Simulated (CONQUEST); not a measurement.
# Ir under changes of volume

One of the cells (14.627 Å³/atom); the others are scaled copies at fixed shape and fractional positions:

```xyz
4
Lattice="2.7514 0.0000 0.0000 0.0000 4.4623 0.0000 0.0000 0.0000 4.7655" Properties=species:S:1:pos:R:3 pbc="T T T"
Ir    0.0000    1.1156    3.1770
Ir    1.3757    1.1156    0.7943
Ir    0.0000    3.3467    1.5885
Ir    1.3757    3.3467    3.9713
```

This isn't the form of Ir at room conditions, which is fcc.

* Program: CONQUEST 1.3
* Functional: PBE
* Potentials or basis: PseudoDojo NC PBE, DZP, grid of 32 × 48 × 48 points
* k mesh: 10 × 6 × 6
* Occupations: fermi-dirac, width 0.05 eV
* Spin: no spin polarisation

```csv
volume (Å³/atom),energy over the lowest point (meV/atom),pressure (GPa),largest force (eV/Å)
13.749,?,?,?
14.042,44.97,20.8,0.021
14.335,15.25,12.0,0.019
14.627,0.71,4.1,0.020
14.920,0.00,-2.9,0.018
15.212,11.19,-9.1,0.015
15.505,32.95,-14.3,0.011
```

Problem. What does the run at 13.749 Å³/atom give?

Solution. Energy over the lowest point 91.95 meV/atom; pressure 31.2 GPa; largest force 0.020 eV/Å.

Worked out: A Birch-Murnaghan fit of order 3 (a polynomial in V^(-2/3)) to the other rows has its minimum at 14.79 Å³/atom with B0 = V·E''(V) = 351 GPa and B' = 5.3 at fixed shape and positions, which overstates the stiffness. It gives 92.29 meV/atom at 13.749 Å³/atom, against the run's 91.95, and -dE/dV = 31.0 GPa, against 31.2.

Energies are extrapolated to zero smearing.

Caveats: the basis of atomic orbitals isn't converged, which shifts pressures, moduli and gaps.
